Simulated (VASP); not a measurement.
ZrO2, 6 atoms in the cell. The structure is tetragonal, space group P4_2/nmc (No. 137). The conventional cell has a = 3.622 Å, b = 3.622 Å, c = 5.279 Å, α = 90.00°, β = 90.00°, γ = 90.00°. Zr (site symmetry -4m2) has 4 O at 2.08 Å as nearest neighbours. O (site symmetry 2mm) is surrounded by 2 Zr at 2.08 Å. 

```yaml
Program: VASP 6.6.1
Task: relaxation of cell and atoms
Functional: PBE
Potentials_or_basis: VASP PAW PBE potentials, release 64 (Zr_sv, O)
Cutoff: 520 eV
k_mesh: 7 × 7 × 5
Occupations: gaussian, width 0.1 eV
Spin: no spin polarisation
Further_INCAR_settings: ALGO = Normal; EDIFF = 1e-07; IBRION = 2; POTIM = 0.3; EDIFFG = -0.005; NSW = 60; ISIF = 3
```

Potentials or basis: VASP PAW PBE potentials, release 64 (Zr_sv, O).

Command:

```console
$ cat potpaw_PBE.64/Zr_sv/POTCAR potpaw_PBE.64/O/POTCAR > POTCAR
$ mpirun -np 1 vasp_std > vasp.out
```

Hardware: 1 thread of Intel(R) Xeon(R) 6975P-C (Granite Rapids) (shared host).

Problem. Estimate the wall time of this run.

Solution. It took 36 s on 1 thread of Intel(R) Xeon(R) 6975P-C (Granite Rapids) (shared host), peak memory 0.2 GiB. Counts: scf iterations 22, k points 30, ion steps 2.
